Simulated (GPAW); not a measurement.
Here is a GPAW 26.7.0 calculation.

The input run.py:

```python
from ase import Atoms
from ase.filters import FrechetCellFilter
from ase.io import write
from ase.optimize import BFGS
from ase.units import GPa
from gpaw import GPAW, PW, setup_paths

setup_paths.insert(0, '.')

atoms = Atoms(['Hf', 'Hf', 'Hf'],
              cell=[[4.962329544, 0.0, 0.0],
                    [-2.481164772, 4.297503447, 0.0],
                    [0.0, 0.0, 3.08623225]],
              scaled_positions=[[0.0, 0.0, 0.0],
                                [0.3333333333, 0.6666666667, 0.5],
                                [0.6666666667, 0.3333333333, 0.5]],
              pbc=True)

calc = GPAW(mode=PW(600),
            xc='PBEsol',
            kpts={'size': (5, 5, 6), 'gamma': True},
            occupations={'name': 'fermi-dirac', 'width': 0.05},
            nbands=34,
            convergence={'density': 1e-05, 'forces': 0.0001},
            maxiter=150,
            txt='gpaw.txt')
atoms.calc = calc
opt = BFGS(FrechetCellFilter(atoms, scalar_pressure=5 * GPa), trajectory='relax.traj', logfile='-')
done = opt.run(fmax=0.02, steps=60)
calc.write('gs.gpw')
write('result.traj', atoms)
print('Converged:', done)
print('Cell:', atoms.cell.cellpar().round(4))
print('Volume:', round(atoms.get_volume(), 4))
print(atoms.get_scaled_positions().round(5))
```

Potentials or basis: PAW data sets generated in the run's folder for this functional, pw.

Launch:

```bash
$ gpaw-setup -f PBEsol Hf
$ OMP_NUM_THREADS=1 python run.py
```

**Question.** What does it give for the relaxed volume?

**Answer.** 20.62 Å³/atom.

**Question.** Predict the space group after relaxing (to 0.05 Å).

**Answer.** P6/mmm (No. 191).

**Question.** What does it give for the band gap on the k mesh?

**Answer.** None (metal or under the smearing width).

**Question.** Estimate the relaxed cell.

**Answer.** a = 4.859 Å, b = 4.859 Å, c = 3.025 Å, α = 90.00°, β = 90.00°, γ = 120.00°.

Stress tensor (GPa, compression positive):
```
4.91 0.00 0.00
0.00 4.91 0.00
0.00 0.00 5.15
```

Caveat: later steps reuse the first step's grids. Spin-orbit coupling is left out, which matters for the levels of Hf.
